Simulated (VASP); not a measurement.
# KBr (Fm-3m) in VASP: a series of runs

The runs below take KBr through relaxation of cell and atoms, single point, with r2SCAN, PBE.

All numbers are computed with VASP 6.6.1; they aren't measurements. Logs are shortened: lines on timing, memory, paths and dates and some standing lists are left out, and cuts for length are marked.

### Step 1. Starting point

It takes space group Fm-3m (No. 225, cubic). Conventional cell: a = 6.605 Å, b = 6.605 Å, c = 6.605 Å, α = 90.00°, β = 90.00°, γ = 90.00°. Around K (site symmetry m-3m) lie 6 Br at 3.30 Å. Around Br (site symmetry m-3m) lie 6 K at 3.30 Å.

### Step 2. Relaxation of cell and atoms, r2SCAN

Input file INCAR:

```
PREC = Accurate
ENCUT = 600
EDIFF = 1E-7
ISMEAR = 0
SIGMA = 0.03
LREAL = False
LASPH = True
NELM = 80
ALGO = Normal
ISIF = 3
LWAVE = False
LCHARG = False
METAGGA = R2SCAN
LMIXTAU = True
IBRION = 2
NSW = 90
EDIFFG = -0.005
```

Input file KPOINTS:

```
regular mesh
0
Gamma
  8 8 8
```

Input file POSCAR:

```
KBr                                     
1.0
    0.0000000000      3.3027243702      3.3027243702
    3.3027243702      0.0000000000      3.3027243702
    3.3027243702      3.3027243702      0.0000000000
  K               Br            
     1     1
Direct
     0.0000000000000000    0.0000000000000000    0.0000000000000000
     0.5000000000000000    0.5000000000000000    0.5000000000000000
```

Potentials or basis: VASP PAW PBE potentials, release 64 (K_sv, Br).

Started as:

```bash
> cat potpaw_PBE.64/K_sv/POTCAR potpaw_PBE.64/Br/POTCAR > POTCAR
> mpirun -np 1 vasp_std > vasp.out
```

OUTCAR:

```text
PREC = Accurate
   ENCUT = 600
   EDIFF = 1E-7
   ISMEAR = 0
   LREAL = False
   LASPH = True
   NELM = 80
   ISIF = 3
   METAGGA = R2SCAN
   IBRION = 2
   NSW = 90
   EDIFFG = -0.005

 ion  position               nearest neighbor table
   1  0.000  0.000  0.000-
   2  0.500  0.500  0.500-

  LATTYP: Found a face centered cubic cell.
 ALAT       =     6.6054487404

  Lattice vectors:

 A1 = (   0.0000000000,   3.3027243702,   3.3027243702)
 A2 = (   3.3027243702,   0.0000000000,   3.3027243702)
 A3 = (   3.3027243702,   3.3027243702,   0.0000000000)

Analysis of symmetry for initial positions (statically):
=====================================================================
 Subroutine PRICEL returns:
 Original cell was already a primitive cell.

 Routine SETGRP: Setting up the symmetry group for a
 face centered cubic supercell.

 Subroutine GETGRP returns: Found 48 space group operations
 (whereof 48 operations were pure point group operations)
 out of a pool of 48 trial point group operations.

The static configuration has the point symmetry O_h .

Analysis of symmetry for dynamics (positions and initial velocities):
=====================================================================
 Subroutine PRICEL returns:
 Original cell was already a primitive cell.

 Routine SETGRP: Setting up the symmetry group for a
 face centered cubic supercell.

 Subroutine GETGRP returns: Found 48 space group operations
 (whereof 48 operations were pure point group operations)
 out of a pool of 48 trial point group operations.

The dynamic configuration has the point symmetry O_h .

 Subroutine INISYM returns: Found 48 space group operations
 (whereof 48 operations are pure point group operations),
 and found     1 'primitive' translations

----------------------------------------------------------------------------------------

                                     Primitive cell

  volume of cell :      72.0522

  direct lattice vectors                    reciprocal lattice vectors
     0.000000000  3.302724370  3.302724370    -0.151390169  0.151390169  0.151390169
     3.302724370  0.000000000  3.302724370     0.151390169 -0.151390169  0.151390169
     3.302724370  3.302724370  0.000000000     0.151390169  0.151390169 -0.151390169

  length of vectors
     4.670757597  4.670757597  4.670757597     0.262215464  0.262215464  0.262215464

  position of ions in fractional coordinates (direct lattice)
     0.000000000  0.000000000  0.000000000
     0.500000000  0.500000000  0.500000000

  ion indices of the primitive-cell ions
   primitive index   ion index
                 1           1
                 2           2

----------------------------------------------------------------------------------------

 KPOINTS: regular mesh

Automatic generation of k-mesh.
 Grid dimensions read from file:
 generate k-points for:    8    8    8

 Generating k-lattice:

  Cartesian coordinates                     Fractional coordinates (reciprocal lattice)
    -0.018923771  0.018923771  0.018923771     0.125000000  0.000000000  0.000000000
     0.018923771 -0.018923771  0.018923771     0.000000000  0.125000000  0.000000000
     0.018923771  0.018923771 -0.018923771     0.000000000  0.000000000  0.125000000

  Length of vectors
     0.032776933  0.032776933  0.032776933

  Shift w.r.t. Gamma in fractional coordinates (k-lattice)
     0.000000000  0.000000000  0.000000000

 Subroutine IBZKPT returns following result:
 ===========================================

 Found     29 irreducible k-points:
[... 58 lines left out ...]
   NUPDOWN=      -1.0000    fix difference up-down
   EMIN   =  10.00;   EMAX   =-10.00  energy-range for DOS
   EFERMI =   0.00;   METHOD = LEGACY
   ISMEAR =     0;   SIGMA  =   0.03  broadening in eV -4-tet -1-fermi 0-gaus
   EFERMI_NEDOS =   21; number of points for ismear=-14 and -15
   IALGO  =     38    algorithm
   IMIX   =      4    mixing-type and parameters
     AMIX     =   0.40;   BMIX     =  1.00
     AMIX_MAG =   1.60;   BMIX_MAG =  1.00
  volume/ion in A,a.u.               =      36.03       243.12
  Fermi-wavevector in a.u.,A,eV,Ry     =   0.991363  1.873404 13.371801  0.982800
  Thomas-Fermi vector in A             =   2.123098
   LORBIT       =      0    0 simple, 1 ext, 2 COOP (PROOUT), +10 PAW based schemes
   METAGGA = R2SCAN    functional components
   LHFCALC =     F    Hartree Fock is set to
   AEXX    =    0.0000 exact exchange contribution
   IVDW    =     0    specifies the selected vdW correction
   LEPSILON=     F    determine dielectric tensor
   LRPA    =     F    only Hartree local field effects (RPA)
 conjugate gradient relaxation of ions
 non-spin polarized calculation
 Gauss-broadening in eV      SIGMA  =   0.03
  energy-cutoff  :      600.00
  volume of cell :       72.05
 maximum number of plane-waves:      2450
 NGX is ok and might be reduce to    40
   NGX = 19   NGY = 19   NGZ = 19

--------------------------------------- Ionic step        1  -------------------------------------------

 number of electron      16.0000000 magnetization

 Free energy of the ion-electron system (eV)
  ---------------------------------------------------
  ext. energy  EPLUGINS =         0.00000000
  ---------------------------------------------------
  free energy    TOTEN  =       -23.24965880 eV

  energy without entropy =      -23.24965880  energy(sigma->0) =      -23.24965880

------------------------ aborting loop because EDIFF is reached ----------------------------------------

  FORCE on cell =-STRESS in cart. coord.  units (eV):
  Direction    XX          YY          ZZ          XY          YZ          ZX
  --------------------------------------------------------------------------------------
  -------------------------------------------------------------------------------------
  Total        0.0146973      0.0146973      0.0146973     -0.0000000      0.0000000      0.0000000
  in kB        0.3268140      0.3268140      0.3268140     -0.0000000      0.0000000      0.0000000
  external PRESSURE =       0.3268140 kB  Pullay stress =       0.0000000 kB

 VOLUME and BASIS-vectors are now :
 -----------------------------------------------------------------------------
  energy-cutoff  :      600.00
  volume of cell :       72.05
      direct lattice vectors                 reciprocal lattice vectors
     0.000000000  3.302724370  3.302724370    -0.151390169  0.151390169  0.151390169
     3.302724370  0.000000000  3.302724370     0.151390169 -0.151390169  0.151390169
     3.302724370  3.302724370  0.000000000     0.151390169  0.151390169 -0.151390169

 POSITION                                       TOTAL-FORCE (eV/Angst)
 -----------------------------------------------------------------------------------
      0.00000      0.00000      0.00000        -0.000000      0.000000     -0.000000
      3.30272      3.30272      3.30272         0.000000     -0.000000      0.000000
 -----------------------------------------------------------------------------------
    total drift:                                0.000000     -0.000000     -0.000000

  FREE ENERGIE OF THE ION-ELECTRON SYSTEM (eV)
  ---------------------------------------------------
  free  energy   TOTEN  =       -23.2496587973 eV

  energy  without entropy=      -23.2496587973  energy(sigma->0) =      -23.24965880

--------------------------------------- Ionic step        2  -------------------------------------------

 number of electron      16.0000000 magnetization

 Free energy of the ion-electron system (eV)
  ---------------------------------------------------
  ext. energy  EPLUGINS =         0.00000000
  ---------------------------------------------------
  free energy    TOTEN  =       -23.24967004 eV

  energy without entropy =      -23.24967004  energy(sigma->0) =      -23.24967004

 E-fermi :  -1.9341     XC(G=0):  -7.7337

 val. band max:       -2.1626267064   @ k =   0.0000   0.0000   0.0000
 cond. band min:       2.9064808334   @ k =   0.0000   0.0000   0.0000
 fundamental gap:      5.0691075399
 Fermi energy:        -1.9341482753

 k-point     1 :       0.0000    0.0000    0.0000
  band No.  band energies     occupation
      1     -31.0527      2.00000
      2     -14.8864      2.00000
      3     -13.7589      2.00000
      4     -13.7589      2.00000
      5     -13.7589      2.00000
      6      -2.1626      2.00000
      7      -2.1626      2.00000
      8      -2.1626      2.00000
      9       2.9065      0.00000
     10       6.0727      0.00000
     11       6.0727      0.00000
     12       6.0727      0.00000
[... 331 lines left out ...]
 k-point    24 :      -0.3750    0.2500    0.1250
  band No.  band energies     occupation
      1     -31.0466      2.00000
      2     -14.9732      2.00000
      3     -13.7917      2.00000
      4     -13.7775      2.00000
      5     -13.5957      2.00000
      6      -3.1114      2.00000
      7      -2.6261      2.00000
      8      -2.5153      2.00000
      9       5.3993      0.00000
     10       6.2097      0.00000
     11       7.5671      0.00000
     12       7.9318      0.00000

 [... further k-points ...]

------------------------ aborting loop because EDIFF is reached ----------------------------------------

  FORCE on cell =-STRESS in cart. coord.  units (eV):
  Direction    XX          YY          ZZ          XY          YZ          ZX
  --------------------------------------------------------------------------------------
  -------------------------------------------------------------------------------------
  Total        0.0059304      0.0059304      0.0059304      0.0000000      0.0000000     -0.0000000
  in kB        0.1317306      0.1317306      0.1317306      0.0000000      0.0000000     -0.0000000
  external PRESSURE =       0.1317306 kB  Pullay stress =       0.0000000 kB

 VOLUME and BASIS-vectors are now :
 -----------------------------------------------------------------------------
  energy-cutoff  :      600.00
  volume of cell :       72.13
      direct lattice vectors                 reciprocal lattice vectors
    -0.000000000  3.303895245  3.303895245    -0.151336517  0.151336517  0.151336517
     3.303895245 -0.000000000  3.303895245     0.151336517 -0.151336517  0.151336517
     3.303895245  3.303895245 -0.000000000     0.151336517  0.151336517 -0.151336517

 POSITION                                       TOTAL-FORCE (eV/Angst)
 -----------------------------------------------------------------------------------
      3.30390     -0.00000      3.30390         0.000000      0.000000      0.000000
      3.30390      3.30390      3.30390        -0.000000      0.000000     -0.000000
 -----------------------------------------------------------------------------------
    total drift:                                0.000000     -0.000000     -0.000000

  FREE ENERGIE OF THE ION-ELECTRON SYSTEM (eV)
  ---------------------------------------------------
  free  energy   TOTEN  =       -23.2496700363 eV

  energy  without entropy=      -23.2496700363  energy(sigma->0) =      -23.24967004

 reached required accuracy - stopping structural energy minimisation
```

It took 2.1 min on 1 thread of Intel Xeon 6975P-C (Granite Rapids), shared host; peak memory 0.28 GiB.

What came out:

```
Free energy                            : -23.2497 eV
Relaxed volume                         : 36.06 Å³/atom
Relaxed cell                           : a = 4.672 Å, b = 4.672 Å, c = 4.672 Å, α = 60.00°, β = 60.00°, γ = 60.00°
Space group after relaxing (to 0.05 Å) : Fm-3m (No. 225)
Energy gained by relaxing              : 0.0 meV/atom
Ionic steps                            : 2
Pressure after relaxing                : 0.0 GPa
Band gap on the k mesh                 : 5.07 eV, direct
```

Final structure:
```
CELL_PARAMETERS angstrom
0.00000 3.30390 3.30390
3.30390 0.00000 3.30390
3.30390 3.30390 0.00000
ATOMIC_POSITIONS crystal
K 0.00000 0.00000 0.00000
Br 0.50000 0.50000 0.50000
```

Levels at points of the mesh, in eV from the valence-band top:
| k point | band 5 | band 6 | band 7 | band 8 | band 9 | band 10 | band 11 | band 12 |
| --- | --- | --- | --- | --- | --- | --- | --- | --- |
| (0.00, 0.00, 0.00) | -11.60 | 0.00 | 0.00 | 0.00 | 5.07 | 8.24 | 8.24 | 8.24 |
| (0.50, 0.00, 0.00) | -11.35 | -1.16 | -0.33 | -0.33 | 7.12 | 8.86 | 10.52 | 10.52 |
| (0.50, 0.50, 0.00) | -11.63 | -0.82 | -0.29 | -0.29 | 6.36 | 8.02 | 10.12 | 10.20 |

Caveat: the PAW data sets were made with another functional, which shifts forces and pressure a little. A k mesh can miss the band edges.

(Part 1 of 2 ends here.)
